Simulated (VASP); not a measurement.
# Si in VASP 6.6.1, single-point calculation

INCAR

```
SIGMA = 0.02
NSW = 0
PREC = Accurate
LWAVE = .FALSE.
GGA = PE
ISMEAR = -1
EDIFF = 1E-7
LCHARG = .FALSE.
NBANDS = 11
LASPH = .TRUE.
LREAL = .FALSE.
ISIF = 2
ENCUT = 120
NELM = 77
IBRION = -1
```

KPOINTS

```
KPOINTS created by Atomic Simulation Environment
0
Gamma
8 8 8
0 0 0
```

POSCAR

```
Si
 1.0000000000000000
     0.0000000000000000    2.7221197381000000    2.7022482640000001
     2.7221197381000000    0.0000000000000000    2.7022482640000001
     2.7221197381000000    2.7221197381000000    0.0000000000000000
 Si
   2
Cartesian
  1.3610598690500000  1.3610598690500000  1.3511241320000000
  0.0000000000000000  0.0000000000000000  0.0000000000000000
```

The recommended PBE PAW datasets give the neutral cell 8 valence electrons.

Command

```
mpirun -np 1 vasp_std
```

**Question.** Predict the outcome of this run.

**Answer.** It converged. Results: gap between bands v and c on the k mesh 0.54 eV; least direct gap on the k mesh 2.50 eV; pressure 1.5 GPa. Band v is the last that the valence electrons fill when counted band by band, and c is the next.

OSZICAR

```
N       E                     dE             d eps       ncg     rms          rms(c)
DAV:   1    -0.470274643973E+01   -0.47027E+01   -0.13223E+03  1398   0.182E+02
DAV:   2    -0.107753896807E+02   -0.60726E+01   -0.59550E+01  1748   0.420E+01
DAV:   3    -0.108722066907E+02   -0.96817E-01   -0.96662E-01  1599   0.426E+00
DAV:   4    -0.108724022234E+02   -0.19553E-03   -0.19553E-03  1504   0.242E-01
DAV:   5    -0.108724026707E+02   -0.44723E-06   -0.44722E-06  1591   0.999E-03    0.753E+00
DAV:   6    -0.107546220636E+02    0.11778E+00   -0.59622E-02  1432   0.969E-01    0.463E+00
DAV:   7    -0.106974675332E+02    0.57155E-01   -0.12141E-01  1485   0.146E+00    0.217E-01
DAV:   8    -0.106983499572E+02   -0.88242E-03   -0.46059E-03  1439   0.318E-01    0.696E-02
DAV:   9    -0.106985084518E+02   -0.15849E-03   -0.13161E-04  1565   0.624E-02    0.394E-02
DAV:  10    -0.106985304258E+02   -0.21974E-04   -0.19358E-05  1496   0.238E-02    0.119E-02
DAV:  11    -0.106985305222E+02   -0.96445E-07   -0.19159E-06  1516   0.637E-03    0.343E-03
DAV:  12    -0.106985301939E+02    0.32833E-06   -0.13940E-07  1488   0.224E-03    0.818E-04
DAV:  13    -0.106985302579E+02   -0.63978E-07   -0.31759E-09   802   0.314E-04
   1 F= -.10698530E+02 E0= -.10698530E+02  d E =-.527486E-08
```

Standard output (part)

```
POSCAR found type information on POSCAR Si
 POSCAR found :  1 types and       2 ions
 LDA part: xc-table for (Slater+PW92), standard interpolation
 POSCAR, INCAR and KPOINTS ok, starting setup
 WAVECAR not read
 entering main loop
```

These settings aren't sound, so the numbers aren't properties of the crystal.

The fault: cutoff far too low.

On sound settings PBE gives a gap of 0.54 eV on its mesh and a pressure of 1.9 GPa for the intended cell. This run's energy (σ→0) differs from it by 71 meV an atom.
